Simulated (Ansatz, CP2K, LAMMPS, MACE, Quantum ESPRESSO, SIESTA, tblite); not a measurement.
# Bulk modulus of Ga2O3 with crystalline order left by the classical run (100 atoms) across programs

How stiff is Ga2O3 with crystalline order left by the classical run (100 atoms) under an even change of volume, and do other programs and learned potentials give the same pressure and slope as plane waves?

Results are calculated, not measured.

### 1. The cell

The cell holds 100 atoms (40 Ga and 60 O), with edges of 10.07, 10.07 and 10.07 Å. Recipe: 100 atoms (40 Fe, 60 O) placed at random at 4.44 g/cm³, melted at 5000 K for 10 ps at fixed volume with the Morse and Coulomb pair potential with partial charges (Pedone, Malavasi, Menziani, Cormack and Segre, J. Phys. Chem. B 110, 11780 (2006)). Quenched from 5000 K to 300 K at 100 K/ps and fixed volume, held 10 ps at zero pressure, then minimised at fixed cell. Then Fe was replaced by Ga and the cell scaled by 1.003 (the potential has no terms for the new elements, so the cell is a start for a DFT relaxation). Then the atoms were relaxed with MACE MPA-0 medium in the fixed cell.

Bonds by pair of elements; cutoffs follow the first minimum of g(r), held within bounds set by covalent radii, and pairs that aren't listed don't count as bonded:

```
pair A-B  cutoff (Å)  bonds  mean length (Å)  spread (Å)  shortest (Å)  B about A  A about B
    O-Ga        2.43    220             1.98       0.104          1.80       3.67        5.5
```

### 2. The reference input

Quantum ESPRESSO 7.5: Kohn-Sham DFT, PBE, SSSP efficiency 1.3.0 pseudopotentials, plane waves. Its input, pw.in, for the unchanged cell:

```
&control
  calculation = 'scf'
  pseudo_dir = './pseudo'
  outdir = './tmp'
  disk_io = 'none'
  tprnfor = .true.
  tstress = .true.
/
&system
  ibrav = 0
  nat = 100
  ntyp = 2
  ecutwfc = 70
  ecutrho = 560
  nosym = .true.
  occupations = 'smearing'
  smearing = 'fd'
  degauss = 0.003675
/
&electrons
  conv_thr = 5.0e-07
  electron_maxstep = 100
  mixing_beta = 0.4
  mixing_mode = 'plain'
  diagonalization = 'david'
/
ATOMIC_SPECIES
Ga 69.723 Ga.upf
O 15.999 O.upf
CELL_PARAMETERS angstrom
10.06735 0.00000 0.00000
0.00000 10.06735 0.00000
0.00000 0.00000 10.06735
ATOMIC_POSITIONS crystal
Ga 0.72023 0.24759 0.27541
Ga 0.76367 0.37222 0.75160
Ga 0.46037 0.02557 0.29186
Ga 0.20560 0.33361 0.59178
[... 94 atom lines left out ...]
O 0.12957 0.09156 0.85253
O 0.81620 0.29980 0.43285
K_POINTS gamma
```

```console
$ OMP_NUM_THREADS=1 mpirun -np 4 pw.x -in pw.in > output.txt
```

Run time: 10 min. Hardware: 4 MPI ranks of Arm Neoverse V1, shared host; peak memory 4.9 GiB.

It converged with an r.m.s. force component of 0.052 eV/Å and a pressure of 8.1 GPa.

### 3. Programs and settings

Every level solves the same cells as single points. CPU time is summed over a level's finished runs, on a host shared with the other runs, so it is rough; the force column is the median over cells of the r.m.s. difference of force components from the reference.

| level | basis or training data | k-points | runs finished | CPU time | peak memory (GiB) | force difference (meV/Å) |
| --- | --- | --- | --- | --- | --- | --- |
| QE, PBE | plane waves, SSSP efficiency, 70/560 Ry | Γ | 3 of 3 | 2.3 h | 5.1 | reference |
| SIESTA DZP, PBE | DZP orbitals, shift 0.01 Ry, mesh 500 Ry | Γ | 3 of 3 | 49 min | 3.8 | 124 |
| CP2K double zeta, LDA | DZVP-MOLOPT-SR, GTH-PADE potentials, 800 Ry | Γ | 3 of 3 | 35 min | 7.5 | 91 |
| tblite GFN1-xTB | tight binding with its own dispersion term | Γ | 3 of 3 | 31 s | 0.14 | 267 |
| MACE MP-0b3 medium | trained on PBE(+U) plane-wave data | - | 3 of 3 | 31 s | 1.4 | 54 |
| MACE MPA-0 medium | trained on PBE(+U) plane-wave data | - | 3 of 3 | 31 s | 1.4 | 49 |

The reference's own r.m.s. force component runs from 51 to 53 meV/Å over these cells. MACE MPA-0 medium relaxed the atoms, so in the cells that it relaxed its own forces are small, and its entry isn't an independent test there.

### 4. Pressure against volume

The cell is scaled evenly, and at each volume MACE MPA-0 medium relaxes the atoms again before the single points. The unchanged volume is 10.203 Å³ an atom. Pressures in GPa:

```
                level   -3 %      0   +3 %
              QE, PBE  13.65   8.06   3.12
      SIESTA DZP, PBE  17.54  11.63   6.39
CP2K double zeta, LDA   3.34  -1.89  -6.49
      tblite GFN1-xTB  15.62  10.86   6.70
   MACE MP-0b3 medium  14.11   8.55   3.65
    MACE MPA-0 medium  12.53   7.08   2.31
```

Energy less that of the unchanged cell at the same level, in meV an atom:

```
                level   -3 %    +3 %
              QE, PBE  22.18  -12.23
      SIESTA DZP, PBE  23.65  -14.30
CP2K double zeta, LDA   3.47    5.77
      tblite GFN1-xTB  27.29  -17.31
   MACE MP-0b3 medium  20.89  -11.22
    MACE MPA-0 medium  18.28   -8.85
```

### 5. Moduli

From the three volumes nearest the unchanged one: B from the slope of pressure against ln V and from the curvature of the energy, the pressure that the slope of the energy implies, and the volume change at which the printed pressure crosses zero (a dash if it doesn't within the range).

```csv
level,B from pressures (GPa),B from energies (GPa),printed pressure (GPa),pressure from energies (GPa),zero pressure at (%)
"QE, PBE",175.4,173.5,8.06,9.01,-
"SIESTA DZP, PBE",185.8,163.1,11.63,9.93,-
"CP2K double zeta, LDA",163.9,161.3,-1.89,-0.60,-1.1
tblite GFN1-xTB,148.8,174.1,10.86,11.67,-
MACE MP-0b3 medium,174.3,168.8,8.55,8.40,-
MACE MPA-0 medium,170.3,164.6,7.08,7.10,-
```

As a check by hand on the reference: from -3 to +3 % the pressure falls by 10.52 GPa while ln V grows by 0.0600, a ratio of 175.4 GPa.

Gap between the highest filled and the lowest empty level on the runs' k-points, in eV:

```
                level  -3 %     0  +3 %
              QE, PBE  2.36  2.19  2.01
      SIESTA DZP, PBE  2.24  2.07  1.89
CP2K double zeta, LDA  2.19  2.02  1.84
```

### 6. What came out

The plane-wave reference (PBE) gives a bulk modulus of 175.4 GPa from its pressures, at a volume where its pressure is 8.06 GPa, and the pressure stays positive over the whole range. Other programs at PBE: SIESTA DZP, PBE 185.8 GPa (+6 %); its pressure lies +3.57 GPa from the reference's. Other functionals: CP2K double zeta, LDA 163.9 GPa (-7 %); its pressure lies -9.95 GPa from the reference's.

Learned potentials: MACE MP-0b3 medium 174.3 GPa (-1 %) and MACE MPA-0 medium 170.3 GPa (-3 %); their pressures lie -0.98 to +0.48 GPa from the reference's. Tight binding: tblite GFN1-xTB 148.8 GPa (-15 %); its pressure lies +2.79 GPa from the reference's. The moduli are read at one volume but at unlike pressures, and a cell under tension is as a rule softer than one under compression. Moduli from the energies run from 161 to 174 GPa and part from those from pressures by as much as +17 % (tblite GFN1-xTB); they rest on small differences of energy, and for levels other than MACE MPA-0 medium they hold the work of leftover forces. The reference's gap falls as the cell grows, from 2.36 eV at -3 % to 2.01 eV at +3 %.

Caveats: The atoms follow MACE MPA-0 medium, not each level's own minimum, so these moduli only approach relaxed ones and hang on that choice. Three points at finite strain give rough moduli, at the given volume rather than at zero pressure. Pressures at a fixed plane-wave cutoff or in a small atom-centred basis hold some basis error. The quench rate of 100 K/ps is many orders above laboratory rates, so the cell is likely richer in defects and strain than a real sample. The reference samples only Γ, in a cell whose shortest periodic width is 10 Å. The reference isn't exact: its cutoffs and mesh weren't converged further here. SIESTA's automatically made basis is far from complete, and its potentials were converted by us (checked for H, C, O, Si, Ge and Ca alone). Spin–orbit coupling is left out. Where levels are smeared, the DFT runs use Fermi–Dirac occupations at 580 K (0.05 eV), and energies are free energies.

[Logs are printed without paths, hosts, clocks, repeated set-up lines and the standing remarks that a program may print on its own settings, such as how far it seeks lower states.]

[Hosts, paths, dates, database ids (printed as entryN), source tags and the programs' standing remarks are cut or masked in the printed files.]
